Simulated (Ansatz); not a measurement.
**S-33 NMR of the central transition in SnS under strain**

Cell: an entry of the Crystallography Open Database (COD), relaxed with PBE at fixed cell and then changed (z compressed by 3 %, ions relaxed).

```xyz
8
Lattice="11.3200 0.0000 0.0000 0.0000 4.0500 0.0000 0.0000 0.0000 4.1147" Properties=species:S:1:pos:R:3 pbc="T T T"
Sn    1.3626    1.0125    0.3718
Sn    4.2974    3.0375    2.4292
Sn    7.0226    1.0125    1.6855
Sn    9.9574    3.0375    3.7429
S     9.6391    1.0125    1.9649
S     7.3409    3.0375    4.0223
S     3.9791    1.0125    0.0925
S     1.6809    3.0375    2.1499
```

Atoms are numbered from 1 in the order listed; like atoms form one site, named after its first atom.

The numbers come from a DFT calculation in Ansatz (PBE, plane waves and PAW, scalar-relativistic, 420 eV cutoff, Γ-centred 4×11×10 k-points, Fermi–Dirac smearing 0.02 eV).

S-33 has I = 3/2 and Q = -69.40 mb (Pyykkö 2018); at 28.2 T its Larmor frequency is ν₀ = 92.3 MHz. Only the quadrupole interaction is simulated: positions count from each site's isotropic chemical shift, and J coupling is left out, as are shift anisotropy and dipolar coupling, which fast spinning averages.

Simulated pattern of one S site (fast magic-angle spinning, Gaussian broadening 0.4 kHz):

```json
{"offset (kHz)": "-10.61", "height": "0"}
{"offset (kHz)": "-10.17", "height": "4"}
{"offset (kHz)": "-9.73", "height": "7"}
{"offset (kHz)": "-9.30", "height": "7"}
{"offset (kHz)": "-8.86", "height": "7"}
{"offset (kHz)": "-8.43", "height": "7"}
{"offset (kHz)": "-7.99", "height": "8"}
{"offset (kHz)": "-7.56", "height": "8"}
{"offset (kHz)": "-7.12", "height": "10"}
{"offset (kHz)": "-6.68", "height": "39"}
{"offset (kHz)": "-6.25", "height": "77"}
{"offset (kHz)": "-5.81", "height": "75"}
{"offset (kHz)": "-5.38", "height": "57"}
{"offset (kHz)": "-4.94", "height": "51"}
{"offset (kHz)": "-4.51", "height": "48"}
{"offset (kHz)": "-4.07", "height": "48"}
{"offset (kHz)": "-3.63", "height": "49"}
{"offset (kHz)": "-3.20", "height": "52"}
{"offset (kHz)": "-2.76", "height": "59"}
{"offset (kHz)": "-2.33", "height": "74"}
{"offset (kHz)": "-1.89", "height": "100"}
{"offset (kHz)": "-1.46", "height": "76"}
{"offset (kHz)": "-1.02", "height": "25"}
{"offset (kHz)": "-0.58", "height": "0"}
```

(1) Which |C_Q| and η does the pattern imply?

Answers

(1) The pattern spans 9.13 kHz before broadening and its centre of gravity is at -4.10 kHz, which fixes P_Q; the places of the horns and steps fix η. That gives P_Q = 3.89 MHz, |C_Q| = 3.88 MHz and η = 0.14. The sign of C_Q can't be read from the pattern.

Without spin–orbit coupling (the program notes it for Sn) the gradients can shift somewhat, as the gap is small.

The relaxation (5 steps) took 4.2 min of wall time (4 min of CPU time) and 1.1 GiB at its peak, on 1 thread of Intel Xeon Platinum 8488C (Sapphire Rapids) (x86_64; 16 cores open to the job, memory cap 3.0 GiB, no GPU), a shared host with a load of 0.6 a core.
